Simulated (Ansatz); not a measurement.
The system is AgBr.

```xyz
2
Lattice="0.0000 2.8702 2.8702 2.8702 0.0000 2.8702 2.8702 2.8702 0.0000" Properties=species:S:1:pos:R:3 pbc="T T T"
Ag    0.0000    0.0000    0.0000
Br    2.8702    2.8702    2.8702
```

- Program: Ansatz 0.2.0
- Task: relaxation of cell and atoms
- Functional: PBEsol
- Dispersion: D3(BJ)
- Potentials or basis: all-electron LAPW, scalar-relativistic
- Basis error allowed: 0.001 eV/atom
- k mesh: 8 × 8 × 8
- Occupations: fermi-dirac, width 0.05 eV
- Spin: no spin polarisation

At the start: volume 23.64 Å³/atom.

Task: Where does the relaxation end?

Result: Over 5 steps the energy falls by 23.0 meV/atom and the volume is 21.87 Å³/atom (-7.5 %); space group Fm-3m (No. 225, to 0.05 Å).

Step by step:
```tsv
step	energy change (eV)	largest force (eV/Å)	volume (Å³)
1	0.0000	0.0000	47.29
2	-0.0408	0.0000	42.65
3	-0.0459	0.0000	43.93
4	-0.0461	0.0000	43.74
5	-0.0461	0.0000	43.74
```

Final structure:
```
Ag Br
1.0
     0.00000    2.79655    2.79655
     2.79655    0.00000    2.79655
     2.79655    2.79655    0.00000
Ag Br
1 1
Direct
  0.00000 0.00000 0.00000
  0.50000 0.50000 0.50000
```
